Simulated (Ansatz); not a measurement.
# Bi in Ansatz: convergence with n extra bands

Crystal: Bi.

```
Bi
1.0
    -1.98143    1.98143    1.98143
     1.98143   -1.98143    1.98143
     1.98143    1.98143   -1.98143
Bi
1
Direct
  0.00000 0.00000 0.00000
```

This isn't the form of Bi at room conditions, which is rhombohedral.

* Program: Ansatz 0.2.0
* Task: convergence study
* Functional: LDA
* Potentials or basis: all-electron LAPW, scalar-relativistic
* Cutoff: 160 eV (chosen from the basis error)
* Basis error allowed: 0.001 eV/atom
* k mesh: 9 × 9 × 9
* Occupations: fermi-dirac, width 0.05 eV
* Spin: no spin polarisation

These are the settings of the first run; the series varies n extra bands, with any setting tied to it.

Hardware: 1 thread of Intel(R) Xeon(R) Processor @ 2.70GHz (shared host).

```csv
n extra bands,"energy less the tightest run, at zero smearing (meV/atom)",SCF cycles,CPU time (s),peak memory (GiB)
1,0.00,6,3.4,0.26
2,0.00,6,3.3,0.26
4,0.00,6,3.2,0.26
8,0.00,6,4.1,0.27
16,0.00,6,5.9,0.28
```

Against the tightest run, the energy stays within 1 meV/atom from 1 on. The tightest run that finished is the yardstick and may itself not be fully converged.
